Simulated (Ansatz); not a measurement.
Ansatz input file:

```yaml
crystal:
  lattice:
    - [8.5366935819, 0.0, 0.0]
    - [0.0, 3.0456572246, 0.0]
    - [0.0, 0.0, 4.4848963052]
  atoms:
    - { symbol: Te, position: [0.75, 0.5, 0.5301429166] }
    - { symbol: Te, position: [0.25, 0.5, 0.4698570834] }
    - { symbol: Te, position: [0.0, 0.5, 0.0] }
    - { symbol: Te, position: [0.5, 0.5, 0.0] }
basis:
  ecutwfc: 420
kpoints:
  mp_grid: { grid: [6, 14, 10] }
hamiltonian:
  xc: pbe
scf:
  occupations: { method: gaussian, width: 0.1 }
output:
  forces: true
  stress: true
  eigenvalues: true
```

Launched with
```bash
ansatz run input.yaml --threads 1 --pin off --max-ram 1331MiB --backend cpu --events-out ev --progress --plain --runs-dir out
```

Computed with DFT PBE, scalar-relativistic, plane waves, PAW in Ansatz.

From the run's log, abridged (final results; tables in files aren't shown):

```
SCF 1 converged in 6 iterations: F = -27919.316184 eV  dr2 = 1.67e-9
SCF converged after 6 iterations
Free energy (F): -27919.316184 eV
Harris-Foulkes:  -27919.316184 eV  (|F-HF|=5.06e-10)
Internal energy: -27919.306695 eV  (E = F + TS)
E sigma→0 (E₀):  -27919.311440 eV
Entropy (-TS):   -0.009489 eV (-2.372 meV/atom)
Fermi energy:    11.292241 eV
--- Per-component energies (eV) ---
  E_band       = -925.916851
  E_kinetic    = 726.730788
  E_local      = -4460.662745  (includes V_loc(G=0)·N_el)
  E_nonlocal   = -1241.619306
  E_hartree    = 2993.075337
  E_xc         = -499.900034
  E_vxc        = -420.068246  (∫ρ·V_xc dr)
  E_paw        = -18647.414737  (= ΣΔE_a)
  E_vpaw       = -1516.447024  (= ΣTr[D̂ρ^β])
  E_aug_tail   = -0.000811  (compensation charges beyond the density's cutoff)
  E_ewald      = -6789.515188
  E_smearing   = -0.009489  (= −TS)
--- Forces (eV/Å), atoms counted from 1 ---
  atom   1  Te     0.00000000     0.00000000    -0.27620686
  atom   2  Te     0.00000000     0.00000000     0.27620686
  atom   3  Te     0.00000000     0.00000000     0.00000000
  atom   4  Te     0.00000000     0.00000000     0.00000000
--- Stress (GPa, compression-positive) ---
        7.651729       0.000000       0.000000
        0.000000       9.163522       0.000000
        0.000000       0.000000       7.517833
  P = ⅓ Tr σ = 8.1110 GPa (81.110 kbar)
--- Band table (eV; the first three rows and the last of 192) ---
  k-point 0: bands = ["-26.3450", "-26.3439", "-26.3068", "-26.2883", "-26.2750", "-26.2736", "-26.2729", "-26.2663", "-26.2415", "-26.2407", "-26.2404", "-26.2398", "-26.2380", "-26.2322", "-26.2301", "-26.2248", "-26.2145", "-26.2008", "-26.2003", "-26.1685", "-3.2835", "-1.6496", "-1.6366", "0.8889", "5.9934", "6.3518", "8.1368", "8.2225", "8.3133", "8.3647", "12.4300", "12.6350", "12.8673", "12.9032", "14.3133", "14.3190", "16.1215", "17.0999", "17.3284"]
  k-point 1: bands = ["-26.3444", "-26.3436", "-26.3077", "-26.2886", "-26.2750", "-26.2737", "-26.2725", "-26.2652", "-26.2417", "-26.2404", "-26.2398", "-26.2387", "-26.2379", "-26.2325", "-26.2297", "-26.2240", "-26.2152", "-26.2008", "-26.2003", "-26.1715", "-3.2206", "-1.6182", "-1.6032", "0.7021", "6.1624", "6.3420", "7.0147", "7.1947", "9.5622", "9.6006", "12.0611", "12.2887", "12.9258", "13.1339", "14.3293", "14.3360", "16.0155", "17.5813", "17.5962"]
  k-point 2: bands = ["-26.3433", "-26.3430", "-26.3093", "-26.2900", "-26.2749", "-26.2740", "-26.2697", "-26.2622", "-26.2422", "-26.2403", "-26.2397", "-26.2378", "-26.2341", "-26.2328", "-26.2292", "-26.2231", "-26.2163", "-26.2006", "-26.2003", "-26.1802", "-3.0338", "-1.5348", "-1.5121", "0.2288", "5.8426", "5.9561", "6.6348", "6.9080", "10.7759", "10.8621", "11.4467", "11.5992", "13.0985", "13.8107", "14.3708", "14.3813", "15.7228", "17.9882", "18.6551"]
  k-point 191: bands = ["-26.3045", "-26.3045", "-26.2896", "-26.2896", "-26.2697", "-26.2697", "-26.2581", "-26.2581", "-26.2463", "-26.2463", "-26.2320", "-26.2320", "-26.2297", "-26.2297", "-26.2283", "-26.2283", "-26.1914", "-26.1914", "-26.1700", "-26.1700", "0.4943", "0.4943", "1.0694", "1.0694", "5.7269", "5.7269", "6.1124", "6.1124", "7.4425", "7.4425", "7.7702", "7.7702", "13.7808", "13.7808", "13.9267", "13.9267", "13.9717", "13.9717", "14.2865"]
```

The run converged.